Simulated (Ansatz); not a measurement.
BaTiO3:

```
Ba Ti O
1.0
    -2.82767   -1.63255   -2.31773
     2.82767   -4.89766    0.00000
    -2.82767   -1.63255    4.63546
Ba Ti O
2 2 6
Cartesian
  0.0173 -6.4883 4.4750
  -2.8449 -4.9396 0.1605
  -0.0507 -6.4912 1.1667
  0.0507 -3.3041 -0.9720
  -2.9184 -3.1975 2.1689
  0.0907 -4.8993 -0.0148
  -1.2876 -5.6890 2.2893
  -1.4829 -2.5067 -0.1352
  -4.0760 -2.5422 -0.0739
  1.1912 -2.3885 -0.0897
```

Base run:

```yaml
Program: Ansatz 0.2.0
Functional: PBE
Potentials_or_basis: Ansatz PAW
Cutoff: "420 eV (not typed: the program's choice for these potentials)"
k_mesh: 5 × 4 × 4
Occupations: fermi-dirac, width 0.05 eV
Spin: no spin polarisation
```

Its results: band gap on the k mesh 2.31 eV, indirect (least direct gap 2.35 eV); pressure 8.5 GPa; largest force 3.231 eV/Å.

Q: The run is repeated on the same cell with these changes: cutoff from 420 eV (not typed: the program's choice for these potentials) to 300 eV; k mesh from 5 × 4 × 4 to 7 × 5 × 5. What comes out?

A: Band gap on the k mesh 2.26 eV, indirect (least direct gap 2.32 eV); pressure 7.8 GPa; largest force 3.217 eV/Å.

Caveats: odd divisions of the mesh miss points on the zone boundary, where band edges often lie, so the gap on the mesh can be too wide; spin-orbit coupling is left out, which moves the levels of the heavy elements; forces of over 1 eV/Å show positions far from the minimum, so gaps and moduli don't describe the material at rest; the pressure holds a Pulay correction of +23.2 GPa for the finite cutoff (some runs); the cutoff lies under the one recommended for these potentials (some runs).

A k mesh can miss the band edges.
